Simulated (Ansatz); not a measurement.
Input and command of a calculation in Ansatz (plane waves; scalar-relativistic PAW potentials unless the input names others):

```yaml
crystal:
  lattice:
    - [2.8388658316, 0.0, 0.0]
    - [0.0, 2.8388658316, 0.0]
    - [0.0, 0.0, 2.5684976572]
  atoms:
    - { symbol: As, position: [0.5, 0.5, 0.5] }
basis:
  ecutwfc: 420
kpoints:
  mp_grid: { grid: [18, 18, 18] }
hamiltonian:
  xc: pbe
scf:
  occupations: { method: gaussian, width: 0.15 }
  n_extra_bands: 16
output:
  forces: true
  eigenvalues: true
  stress: true
```

```bash
ansatz run input.yaml --threads 1 --pin off --max-ram 1228MiB --backend cpu --events-out ev --progress --plain --runs-dir out
```

Abridged log:
```
scf.n_extra_bands = 16 over 8 filled bands (N_el = 15.0): the run solves 24 bands
Pseudopotentials: kind: paw
Pseudopotential: As, paw, valence charge 15, recommended cutoff 420 eV (normal)
Functional definition: PBE
Crystal: 1 atom, lattice volume = 20.700 Å³
Basis set: ecut = 420 eV, 413 PW (Γ), exchange–correlation on 40×40×36 points (8 copies of the dense FFT grid, shifted against one another)
Bands: 24, of which v1, the nominal top of the filled ones, is band 8 counted from 1 (7 counted from 0)
Symmetry: 16 space group operations
Space group: P4/mmm (ITA 123), of the structure as read, at distance tolerance 2.7e-5 Å
k-points: 550 of 5832
Initial density: superposition of atomic densities (neutral atoms: chi_scale 0, normalization atom), corrected by the library's trained network
Initial wavefunctions: pseudopotential atomic-orbital guess
Functional: x = pbe(κ = 0.804, μ = 0.21951497), c = pbe(β = 0.06672455)
SCF iter   1: F=—  HF=-4855.943487 eV  |F-HF|=—  |Δ(HF+E_count)|=         —  Δρ=8.22e-4  dr2=9.32e-5  ethr=1.77e-3  ⟨swp⟩=5.0  Hψ=60914  notcnv=0  defer=1921
SCF iter   2: F=—  HF=-4855.943546 eV  |F-HF|=—  |Δ(HF+E_count)|=   5.90e-5  Δρ=5.02e-4  dr2=3.25e-5  ethr=6.21e-7  ⟨swp⟩=2.2  Hψ=19576  notcnv=0  defer=1970
SCF iter   3: F=—  HF=-4855.943582 eV  |F-HF|=—  |Δ(HF+E_count)|=   3.63e-5  Δρ=1.43e-4  dr2=2.20e-6  ethr=2.16e-7  ⟨swp⟩=2.0  Hψ=11686  notcnv=0  defer=1970
SCF iter   4: F=—  HF=-4855.943587 eV  |F-HF|=—  |Δ(HF+E_count)|=   5.22e-6  Δρ=5.07e-5  dr2=6.30e-7  ethr=1.46e-8  ⟨swp⟩=2.0  Hψ=8981  notcnv=0  defer=1970
SCF iter   5: F=—  HF=-4855.943587 eV  |F-HF|=—  |Δ(HF+E_count)|=   2.57e-7  Δρ=2.49e-5  dr2=1.43e-7  ethr=4.20e-9  ⟨swp⟩=2.8  Hψ=11685  notcnv=0  defer=1970
SCF iter   6: F=-4855.943587 eV  HF=-4855.943587 eV  |F-HF|=7.65e-9  |Δ(HF+E_count)|=   1.09e-7  Δρ=5.15e-6  dr2=5.87e-9  ethr=6.67e-10  ⟨swp⟩=8.5  Hψ=67082  notcnv=0
SCF 1 converged in 6 iterations: F = -4855.943587 eV  dr2 = 5.87e-9
SCF converged after 6 iterations
Free energy (F): -4855.943587 eV
Harris-Foulkes:  -4855.943587 eV  (|F-HF|=7.65e-9)
Internal energy: -4855.937125 eV  (E = F + TS)
E sigma→0 (E₀):  -4855.940356 eV
Entropy (-TS):   -0.006461 eV (-6.461 meV/atom)
Fermi energy:    10.915600 eV
--- Forces (eV/Å), atoms counted from 1 ---
  atom   1  As     0.00000000     0.00000000     0.00000000
--- Stress (GPa, compression-positive) ---
       -5.899948       0.000000       0.000000
        0.000000      -5.899948       0.000000
        0.000000       0.000000      12.149996
  P = ⅓ Tr σ = 0.1167 GPa (1.167 kbar)
```

Apart from outputs, the input differs from a reference run on usual settings in scf.n_extra_bands: not typed → 16. The reference, at the same geometry (not necessarily relaxed), gave pressure 0.12 GPa, largest force 0.000 eV/Å, no gap on the mesh. This run converged in 6 SCF iterations (reference: 6) with an energy at zero smearing within 0.01 meV/atom of the reference's, pressure 0.12 GPa, largest force 0.000 eV/Å, no gap on the mesh.